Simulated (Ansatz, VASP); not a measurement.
# Two plane-wave programs on PbO

```
Pb O
1.0
     4.19686    0.00000    0.00000
    -2.09843    3.63459    0.00000
     0.00000    0.00000    5.62229
Pb O
2 2
Cartesian
  0.0000 2.4231 -0.1098
  2.0984 1.2115 2.7013
  0.0000 2.4231 2.2182
  2.0984 1.2115 5.0293
```

The cell was built by a generator and needn't be a form met in nature.

Alike in both runs: task single point; functional PBE; k mesh 12 × 12 × 4; occupations fermi-dirac, width 0.02 eV; no spin polarisation.

|  | VASP | Ansatz |
| --- | --- | --- |
| version | VASP 6.6.1 | Ansatz 0.2.0 |
| potentials or method | VASP PAW PBE potentials, release 64 (Pb_d, O) | plane waves, PAW |
| plane-wave cutoff (eV) | 520 | 420 |
| valence electrons in the cell | 40 | 40 |

Ansatz gave:

* gap on the k mesh at the Fermi level (eV): 1.87
* pressure (GPa): 2.4
* largest component of the traceless stress (GPa): 0.58
* rms of the force components (eV/Å): 0.054

Estimate VASP's values.

gap on the k mesh at the Fermi level (eV): 1.88; pressure (GPa): 2.4; largest component of the traceless stress (GPa): 0.64; rms of the force components (eV/Å): 0.063.

Atom by atom the forces differ by 0.009 eV/Å (rms over components). With one functional, cell and mesh, what is left measures potentials, basis and numerics.

Caveats: spin-orbit coupling is left out, which as a rule narrows the gap of such compounds by several tenths of an eV. A hybrid or GW would open this gap; PBE tends to underestimate it. A k mesh can miss the band edges.
